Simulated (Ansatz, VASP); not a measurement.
## Two plane-wave programs on W

File INCAR:

```
PREC = Accurate
ENCUT = 520
EDIFF = 1E-8
ISMEAR = -1
SIGMA = 0.03
LREAL = F
LASPH = T
NELM = 80
ALGO = Normal
ISIF = 2
LWAVE = F
LCHARG = F
GGA = PE
LEFG = T
NBANDS = 13
```

The input KPOINTS:

```
regular mesh
0
Gamma
  14 14 14
```

The input POSCAR:

```
W
1.0
   -1.6234899007      1.6234899007      1.6234899007
    1.6234899007     -1.6234899007      1.6234899007
    1.6234899007      1.6234899007     -1.6234899007
W
1
Direct
    0.0000000000      0.0000000000      0.0000000000
```

Input for Ansatz:

```yaml
crystal:
  lattice:
    - [-1.6234899007, 1.6234899007, 1.6234899007]
    - [1.6234899007, -1.6234899007, 1.6234899007]
    - [1.6234899007, 1.6234899007, -1.6234899007]
  atoms:
    - { symbol: W, position: [0.0, 0.0, 0.0] }
kpoints:
  mp_grid: { grid: [14, 14, 14] }
scf:
  occupations: { method: fermi_dirac, width: 0.03 }
hamiltonian:
  xc: pbe
  pseudopotentials: { kind: paw }
output:
  forces: true
  stress: true
  eigenvalues: true
  efg: { contact_densities: true }
```

Change from the starting cell: volume scaled by 1.05, PAW files.

Alike in both runs: task electric field gradients; functional PBE; k mesh 14 × 14 × 14; occupations fermi-dirac, width 0.03 eV; no spin polarisation.

```csv
,VASP,Ansatz
version,VASP 6.6.1,Ansatz 0.2.0
potentials or method,"VASP PAW PBE potentials, release 64 (W_sv)","PAW with Ansatz's default frozen-core files, scalar-relativistic"
plane-wave cutoff (eV),520,420
valence electrons in the cell,14,14
```

```tsv
	VASP	Ansatz	Ansatz less VASP
pressure (GPa)	-15.3	-15.6	-0.30
Vzz of the field gradient on the site that differs most (V/Å²)	0.0	0.0	0.00
```

Ansatz warned: «gradients_without_spin_orbit».

Caveats: so large a pressure means that the cell lies far from this level's equilibrium, or that cutoff or potentials fall short (VASP). Spin-orbit coupling is left out, which matters for the levels of W.
